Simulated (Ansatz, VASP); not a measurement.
# One calculation of InP, two programs

```
CELL_PARAMETERS angstrom
0.00000 2.95379 2.95379
2.95379 0.00000 2.95379
2.95379 2.95379 0.00000
ATOMIC_POSITIONS crystal
In 0.00000 0.00000 0.00000
P 0.25000 0.25000 0.25000
```

Alike in both runs: task single point; functional HSE06; k mesh 4 × 4 × 4; no spin polarisation.

|  | VASP | Ansatz |
| --- | --- | --- |
| version | VASP 6.6.1 | Ansatz 0.2.0 |
| potentials or method | VASP PAW PBE potentials, release 64 (In_d, P) | plane waves, PAW |
| plane-wave cutoff (eV) | 520 | 420 |
| occupations | gaussian, width 0.01 eV | fixed |
| valence electrons in the cell | 18 | 18 |

```tsv
	VASP	Ansatz	Ansatz less VASP
gap on the k mesh at the Fermi level (eV)	1.39	1.39	+0.003
pressure (GPa)	-0.2	0.0	+0.16
```

Ansatz warned: «stress_exchange_threshold_loose».

Caveats: the k mesh is coarse (spacing up to 0.46 Å⁻¹), so the values aren't converged, least of all with exact exchange; the PAW data sets were made with another functional, which shifts forces and pressure a little (VASP); spin-orbit coupling is left out, which moves the levels of the heavy elements.
